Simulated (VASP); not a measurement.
System: HfO2 (fluorite type, first atom moved by 0.06 Å along [111]), 3 atoms in the cell.

```
Hf O
1.0
     0.00000    2.53500    2.53500
     2.53500    0.00000    2.53500
     2.53500    2.53500    0.00000
Hf O
1 2
Direct
  0.00683 0.00683 0.00683
  0.25000 0.25000 0.25000
  0.75000 0.75000 0.75000
```

Code and potentials: VASP, Hf_pv/O, 520 eV. Settings: k-mesh 4×4×4 Γ-centred; Fermi–Dirac smearing of 0.05 eV; no spin polarisation; no spin–orbit coupling. For HSE06: HFSCREEN = 0.208; HFRCUT = 0; PRECFOCK = Normal.

Plain PBE gives:

* Pressure: 0.75 GPa
* Gap on the mesh: 3.81 eV

```csv
atom,Fx (eV/Å),Fy (eV/Å),Fz (eV/Å)
Hf1,-0.183,-0.183,-0.183
O2,0.119,0.119,0.119
O3,0.064,0.064,0.064
```

What changes under HSE06?

The pressure goes down by 7.36 GPa to -6.61 GPa; the gap goes up by 1.54 eV to 5.35 eV; the forces move by 4 meV/Å (rms):

```json
{"atom": "Hf1", "Fx (eV/Å)": "-0.180", "Fy (eV/Å)": "-0.180", "Fz (eV/Å)": "-0.180"}
{"atom": "O2", "Fx (eV/Å)": "0.117", "Fy (eV/Å)": "0.117", "Fz (eV/Å)": "0.117"}
{"atom": "O3", "Fx (eV/Å)": "0.064", "Fy (eV/Å)": "0.064", "Fz (eV/Å)": "0.064"}
```

VASP prints the stress at a fixed plane-wave basis, so it holds the Pulay stress of this cutoff.

This cubic structure is a model: it isn't the usual form of the substance at ambient conditions, and such phases are metastable or hypothetical. A gap read on the mesh is an upper bound of this method's gap, since the mesh can miss a band edge. Spin–orbit coupling is left out; with heavy elements it can shift the gap and split levels by tenths of an eV. Potentials made with PBE were used with another functional (at least in: VASP, Hf_pv/O, 520 eV (HSE06)). Semilocal functionals give gaps that mostly lie well below measured ones.
